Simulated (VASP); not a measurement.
# FeO (Fm-3m) in VASP: a series of runs

One crystal, FeO, is run at these levels: r2SCAN+U, PBE+U; tasks: single point.

Everything below comes from runs of VASP 6.6.1. Logs are shortened: lines on timing, memory, paths and dates and some standing lists are left out, and cuts for length are marked.

**The experiment to reproduce.**

From “W\"ustite: Electric, thermodynamic and optical properties of FeO”, 2012, arxiv:1203.1201, for a bulk crystal of FeO: band gap 2.4 eV (optical).

The results are compared with them further down.

**1. Starting point**

It takes space group Fm-3m (No. 225, cubic). Conventional cell: a = 4.311 Å, b = 4.311 Å, c = 4.311 Å, α = 90.00°, β = 90.00°, γ = 90.00°. Fe (site symmetry m-3m) has 6 O at 2.16 Å as nearest neighbours. O (site symmetry m-3m) is surrounded by 6 Fe at 2.16 Å.

**2. Single point, r2SCAN+U, collinear spin, ferrimagnetic start**

Input file INCAR:

```
SYSTEM = FeO
PREC = Accurate
ENCUT = 520
EDIFF = 1E-6
ISMEAR = 0
SIGMA = 0.05
LREAL = .False.
LASPH = .True.
NELM = 120
ALGO = Normal
ISIF = 2
LWAVE = .False.
LCHARG = .True.
ISPIN = 2
MAGMOM = 3 -1.5 0 0
LORBIT = 11
LMAXMIX = 4
LDAU = .True.
LDAUTYPE = 2
LDAUL = 2 -1
LDAUU = 4 0
LDAUJ = 0 0
LDAUPRINT = 1
METAGGA = R2SCAN
LMIXTAU = .True.
LELF = .True.
LVHAR = .True.
NBANDS = 26
```

Input file KPOINTS:

```
regular mesh
0
Gamma
  7 7 7
  0 0 0
```

Input file POSCAR:

```
FeO
1.0
    4.3108003200      2.1554001600      2.1554001600
    2.1554001600      4.3108003200      2.1554001600
    2.1554001600      2.1554001600      4.3108003200
Fe O
2 2
Direct
    0.0000000000      0.0000000000      0.0000000000
    0.5000000000      0.5000000000      0.5000000000
    0.2500000000      0.2500000000      0.2500000000
    0.7500000000      0.7500000000      0.7500000000
```

Potentials or basis: VASP PAW PBE potentials, release 64 (Fe, O).

Command:

```sh
> cat potpaw_PBE.64/Fe/POTCAR potpaw_PBE.64/O/POTCAR > POTCAR
> mpirun -np 1 vasp_std > vasp.out
```

OUTCAR:

```text
SYSTEM = FeO
   PREC = Accurate
   ENCUT = 520
   EDIFF = 1E-6
   ISMEAR = 0
   LREAL = .False.
   LASPH = .True.
   NELM = 120
   ISIF = 2
   ISPIN = 2
   LORBIT = 11
   METAGGA = R2SCAN

 ion  position               nearest neighbor table
   1  0.000  0.000  0.000-   4 2.16   4 2.16   4 2.16   3 2.16   3 2.16   3 2.16   2 3.05   2 3.05
                             2 3.05   2 3.05   2 3.05   2 3.05
   2  0.500  0.500  0.500-   3 2.16   3 2.16   3 2.16   4 2.16   4 2.16   4 2.16   1 3.05   1 3.05
                             1 3.05   1 3.05   1 3.05   1 3.05
   3  0.250  0.250  0.250-   1 2.16   1 2.16   1 2.16   2 2.16   2 2.16   2 2.16
   4  0.750  0.750  0.750-   2 2.16   2 2.16   2 2.16   1 2.16   1 2.16   1 2.16

  LATTYP: Found a trigonal (rhomboedric) cell.
 ALAT       =     5.2796305835
 COS(alpha) =     0.8333333333

  Lattice vectors:

 A1 = (   4.3108003200,   2.1554001600,   2.1554001600)
 A2 = (   2.1554001600,   4.3108003200,   2.1554001600)
 A3 = (   2.1554001600,   2.1554001600,   4.3108003200)

Analysis of symmetry for initial positions (statically):
=====================================================================
 Subroutine PRICEL returns following result:

  LATTYP: Found a face centered cubic cell.
 ALAT       =     4.3108003200

  Lattice vectors:

 A1 = (   0.0000000000,  -2.1554001600,   2.1554001600)
 A2 = (  -2.1554001600,   0.0000000000,   2.1554001600)
 A3 = (  -2.1554001600,  -2.1554001600,   0.0000000000)

   2 primitive cells build up your supercell.

 Routine SETGRP: Setting up the symmetry group for a
 trigonal (rhombohedral) supercell.

 Subroutine GETGRP returns: Found 12 space group operations
 (whereof 12 operations were pure point group operations)
 out of a pool of 12 trial point group operations.

The static configuration has the point symmetry D_3d.

Analysis of symmetry for dynamics (positions and initial velocities):
=====================================================================
 Subroutine PRICEL returns following result:

  LATTYP: Found a face centered cubic cell.
 ALAT       =     4.3108003200

  Lattice vectors:

 A1 = (   0.0000000000,  -2.1554001600,   2.1554001600)
 A2 = (  -2.1554001600,   0.0000000000,   2.1554001600)
 A3 = (  -2.1554001600,  -2.1554001600,   0.0000000000)

   2 primitive cells build up your supercell.

 Routine SETGRP: Setting up the symmetry group for a
 trigonal (rhombohedral) supercell.

 Subroutine GETGRP returns: Found 12 space group operations
 (whereof 12 operations were pure point group operations)
 out of a pool of 12 trial point group operations.

The dynamic configuration has the point symmetry D_3d.

Analysis of structural, dynamic, and magnetic symmetry:
=====================================================================
 Subroutine PRICEL returns:
 Original cell was already a primitive cell.

 Routine SETGRP: Setting up the symmetry group for a
 trigonal (rhombohedral) supercell.

 Subroutine GETGRP returns: Found 12 space group operations
 (whereof 12 operations were pure point group operations)
 out of a pool of 12 trial point group operations.

The overall configuration has the point symmetry D_3d.

 Subroutine INISYM returns: Found 12 space group operations
 (whereof 12 operations are pure point group operations),
[... 153 lines left out ...]
  0.0010  0.0010  0.0004  0.9704  0.0007
  0.0000 -0.0007  0.0000  0.0007  1.0135

spin component  2

  0.3094 -0.1361 -0.0816 -0.1361  0.0000
 -0.1361  0.3094  0.0408 -0.1361 -0.0706
 -0.0816  0.0408  0.1259  0.0408 -0.0000
 -0.1361 -0.1361  0.0408  0.3094  0.0706
  0.0000 -0.0706 -0.0000  0.0706  0.1259

 occupancies and eigenvectors

  o =  0.0373  v =  0.0000  0.0000  0.0000  0.0000  0.0000 -0.5774 -0.5774 -0.0000 -0.5774 -0.0000      0.0000  0.0000  0.0000  0.0000  0.0000  0.0000  0.0000  0.0000  0.0000  0.0000
  o =  0.0972  v =  0.0000  0.0000  0.0000  0.0000  0.0000 -0.2250  0.1055 -0.9606  0.1195 -0.0343      0.0000  0.0000  0.0000  0.0000  0.0000  0.0000  0.0000  0.0000  0.0000  0.0000
  o =  0.0972  v =  0.0000  0.0000  0.0000  0.0000  0.0000 -0.0080  0.1989 -0.0343 -0.1908  0.9606      0.0000  0.0000  0.0000  0.0000  0.0000  0.0000  0.0000  0.0000  0.0000  0.0000
  o =  0.4741  v =  0.0000  0.0000  0.0000  0.0000  0.0000  0.7846 -0.3760 -0.2756 -0.4086 -0.0066      0.0000  0.0000  0.0000  0.0000  0.0000  0.0000  0.0000  0.0000  0.0000  0.0000
  o =  0.4741  v =  0.0000  0.0000  0.0000  0.0000  0.0000 -0.0188  0.6889  0.0066 -0.6701 -0.2756      0.0000  0.0000  0.0000  0.0000  0.0000  0.0000  0.0000  0.0000  0.0000  0.0000
  o =  0.9694  v =  0.0860  0.6600  0.0023 -0.7460  0.0214  0.0000  0.0000  0.0000  0.0000  0.0000      0.0000  0.0000  0.0000  0.0000  0.0000  0.0000  0.0000  0.0000  0.0000  0.0000
  o =  0.9694  v = -0.8118  0.4804 -0.0214  0.3314  0.0023  0.0000  0.0000  0.0000  0.0000  0.0000      0.0000  0.0000  0.0000  0.0000  0.0000  0.0000  0.0000  0.0000  0.0000  0.0000
  o =  0.9723  v =  0.5774  0.5774  0.0000  0.5774  0.0000  0.0000  0.0000  0.0000  0.0000  0.0000      0.0000  0.0000  0.0000  0.0000  0.0000  0.0000  0.0000  0.0000  0.0000  0.0000
  o =  1.0135  v =  0.0000 -0.0152 -0.0000  0.0152  0.9998  0.0000  0.0000  0.0000  0.0000  0.0000      0.0000  0.0000  0.0000  0.0000  0.0000  0.0000  0.0000  0.0000  0.0000  0.0000
  o =  1.0135  v = -0.0175  0.0088  0.9998  0.0088  0.0000  0.0000  0.0000  0.0000  0.0000  0.0000      0.0000  0.0000  0.0000  0.0000  0.0000  0.0000  0.0000  0.0000  0.0000  0.0000

atom =   2  type =  1  l = 2

 onsite density matrix

spin component  1

  0.3095 -0.1360 -0.0815 -0.1360 -0.0000
 -0.1360  0.3095  0.0407 -0.1360 -0.0706
 -0.0815  0.0407  0.1258  0.0407  0.0000
 -0.1360 -0.1360  0.0407  0.3095  0.0706
 -0.0000 -0.0706  0.0000  0.0706  0.1258

spin component  2

  0.9704  0.0010 -0.0008  0.0010 -0.0000
  0.0010  0.9704  0.0004  0.0010 -0.0007
 -0.0008  0.0004  1.0135  0.0004 -0.0000
  0.0010  0.0010  0.0004  0.9704  0.0007
 -0.0000 -0.0007 -0.0000  0.0007  1.0135

 occupancies and eigenvectors

  o =  0.0374  v = -0.5774 -0.5774  0.0000 -0.5774  0.0000  0.0000  0.0000  0.0000  0.0000  0.0000      0.0000  0.0000  0.0000  0.0000  0.0000  0.0000  0.0000  0.0000  0.0000  0.0000
  o =  0.0972  v = -0.0038  0.1967 -0.0162 -0.1929  0.9612  0.0000  0.0000  0.0000  0.0000  0.0000      0.0000  0.0000  0.0000  0.0000  0.0000  0.0000  0.0000  0.0000  0.0000  0.0000
  o =  0.0972  v =  0.2249 -0.1092  0.9612 -0.1157  0.0162  0.0000  0.0000  0.0000  0.0000  0.0000      0.0000  0.0000  0.0000  0.0000  0.0000  0.0000  0.0000  0.0000  0.0000  0.0000
  o =  0.4741  v =  0.0953  0.6271 -0.0334 -0.7224 -0.2734  0.0000  0.0000  0.0000  0.0000  0.0000      0.0000  0.0000  0.0000  0.0000  0.0000  0.0000  0.0000  0.0000  0.0000  0.0000
  o =  0.4741  v =  0.7791 -0.4721 -0.2734 -0.3070  0.0334  0.0000  0.0000  0.0000  0.0000  0.0000      0.0000  0.0000  0.0000  0.0000  0.0000  0.0000  0.0000  0.0000  0.0000  0.0000
  o =  0.9694  v =  0.0000  0.0000  0.0000  0.0000  0.0000 -0.8099  0.3168 -0.0208  0.4932 -0.0026      0.0000  0.0000  0.0000  0.0000  0.0000  0.0000  0.0000  0.0000  0.0000  0.0000
  o =  0.9694  v =  0.0000  0.0000  0.0000  0.0000  0.0000 -0.1019  0.7524 -0.0026 -0.6505  0.0208      0.0000  0.0000  0.0000  0.0000  0.0000  0.0000  0.0000  0.0000  0.0000  0.0000
  o =  0.9724  v =  0.0000  0.0000  0.0000  0.0000  0.0000 -0.5774 -0.5774  0.0000 -0.5774  0.0000      0.0000  0.0000  0.0000  0.0000  0.0000  0.0000  0.0000  0.0000  0.0000  0.0000
  o =  1.0135  v =  0.0000  0.0000  0.0000  0.0000  0.0000  0.0172 -0.0086 -0.9998 -0.0086 -0.0000      0.0000  0.0000  0.0000  0.0000  0.0000  0.0000  0.0000  0.0000  0.0000  0.0000
  o =  1.0135  v =  0.0000  0.0000  0.0000  0.0000  0.0000  0.0000 -0.0149 -0.0000  0.0149  0.9998      0.0000  0.0000  0.0000  0.0000  0.0000  0.0000  0.0000  0.0000  0.0000  0.0000

 number of electron      28.0000003 magnetization       0.0002328

 Free energy of the ion-electron system (eV)
  ---------------------------------------------------
  ext. energy  EPLUGINS =         0.00000000
  ---------------------------------------------------
  free energy    TOTEN  =       -42.01101123 eV

  energy without entropy =      -42.00885743  energy(sigma->0) =      -42.00993433

 E-fermi :   6.3987     XC(G=0): -12.7336

 val. band max:        6.3725913159   @ k =   0.2857   0.2857   0.1429
 cond. band min:       6.5090148384   @ k =  -0.1429   0.1429   0.0000
 fundamental gap:      0.1364235225
 Fermi energy:         6.3987404297

 spin component 1

 k-point     1 :       0.0000    0.0000    0.0000
  band No.  band energies     occupation
      1     -15.3998      1.00000
      2     -14.2511      1.00000
      3      -2.7933      1.00000
      4      -1.4577      1.00000
      5      -1.4577      1.00000
      6       0.4608      1.00000
[... 1385 lines left out ...]
     25      21.1154      0.00000
     26      21.9462      0.00000

 [... further k-points ...]
[... 5 lines left out ...]
  --------------------------------------------------------------------------------------
  -------------------------------------------------------------------------------------
  Total       -0.4847918     -0.4847918     -0.4847918      0.5047469      0.5047469      0.5047469
  in kB      -19.3919781    -19.3919781    -19.3919781     20.1901940     20.1901940     20.1901940
  external PRESSURE =     -19.3919781 kB  Pullay stress =       0.0000000 kB

 VOLUME and BASIS-vectors are now :
 -----------------------------------------------------------------------------
  energy-cutoff  :      520.00
  volume of cell :       40.05
      direct lattice vectors                 reciprocal lattice vectors
     4.310800320  2.155400160  2.155400160     0.347963229 -0.115987743 -0.115987743
     2.155400160  4.310800320  2.155400160    -0.115987743  0.347963229 -0.115987743
     2.155400160  2.155400160  4.310800320    -0.115987743 -0.115987743  0.347963229

 POSITION                                       TOTAL-FORCE (eV/Angst)
 -----------------------------------------------------------------------------------
      0.00000      0.00000      0.00000         0.000000      0.000000      0.000000
      4.31080      4.31080      4.31080         0.000000      0.000000      0.000000
      2.15540      2.15540      2.15540         0.000480      0.000480      0.000480
      6.46620      6.46620      6.46620        -0.000480     -0.000480     -0.000480
 -----------------------------------------------------------------------------------
    total drift:                                0.000000     -0.000000     -0.000000

  FREE ENERGIE OF THE ION-ELECTRON SYSTEM (eV)
  ---------------------------------------------------
  free  energy   TOTEN  =       -42.0110112291 eV

  energy  without entropy=      -42.0088574335  energy(sigma->0) =      -42.00993433

 total charge

# of ion       s       p       d       tot
------------------------------------------
    1        0.282   0.364   6.096   6.741
    2        0.281   0.364   6.095   6.741
    3        1.557   3.496   0.000   5.053
    4        1.557   3.496   0.000   5.053
--------------------------------------------------
tot          3.677   7.720  12.192  23.589

 magnetization (x)

# of ion       s       p       d       tot
------------------------------------------
    1        0.014   0.010   3.754   3.778
    2       -0.014  -0.010  -3.754  -3.779
    3       -0.000   0.000   0.000   0.000
    4       -0.000   0.000   0.000   0.000
--------------------------------------------------
tot          0.000   0.000  -0.001  -0.001
```

Wall time 9.2 min (1 thread of Intel Xeon 6975P-C (Granite Rapids), shared host); peak memory 0.34 GiB.

The run converged, but a check on its numbers failed (symmetry, net force, bounds or a known fault of this set-up), so they aren't taken as properties of the crystal.

Caveat: the result breaks the symmetry of the cell; the PAW data sets were made with another functional, which shifts forces and pressure a little.

(Part 1 of 2 ends here.)
